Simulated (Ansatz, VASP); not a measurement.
Mo: VASP beside Ansatz

```
CELL_PARAMETERS angstrom
3.80284 0.00000 0.00000
0.00000 3.80284 0.00000
0.00000 0.00000 3.80284
ATOMIC_POSITIONS crystal
Mo 0.00000 0.50000 0.50000
Mo 0.50000 0.00000 0.50000
Mo 0.50000 0.50000 0.00000
```

Alike in both runs: functional PBE; k mesh 12 × 12 × 12; occupations gaussian, width 0.1 eV; no spin polarisation.

Ansatz relaxed the structure, and its values are those at the end. VASP's run is a single point on that final structure, the one shown.

|  | VASP | Ansatz |
| --- | --- | --- |
| version | VASP 6.6.1 | Ansatz 0.2.0 |
| potentials or method | VASP PAW PBE potentials, release 64 (Mo_sv) | scalar-relativistic, plane waves, PAW |
| plane-wave cutoff (eV) | 520 | 420 |
| valence electrons in the cell | 42 | 42 |

```csv
,VASP,Ansatz,Ansatz less VASP
gap on the k mesh at the Fermi level (eV),none,none,-
pressure (GPa),0.4,0.0,-0.41
```

A gap of «none» marks a metal or a gap that the smearing closes. With one functional, cell and mesh, what is left measures potentials, basis and numerics.
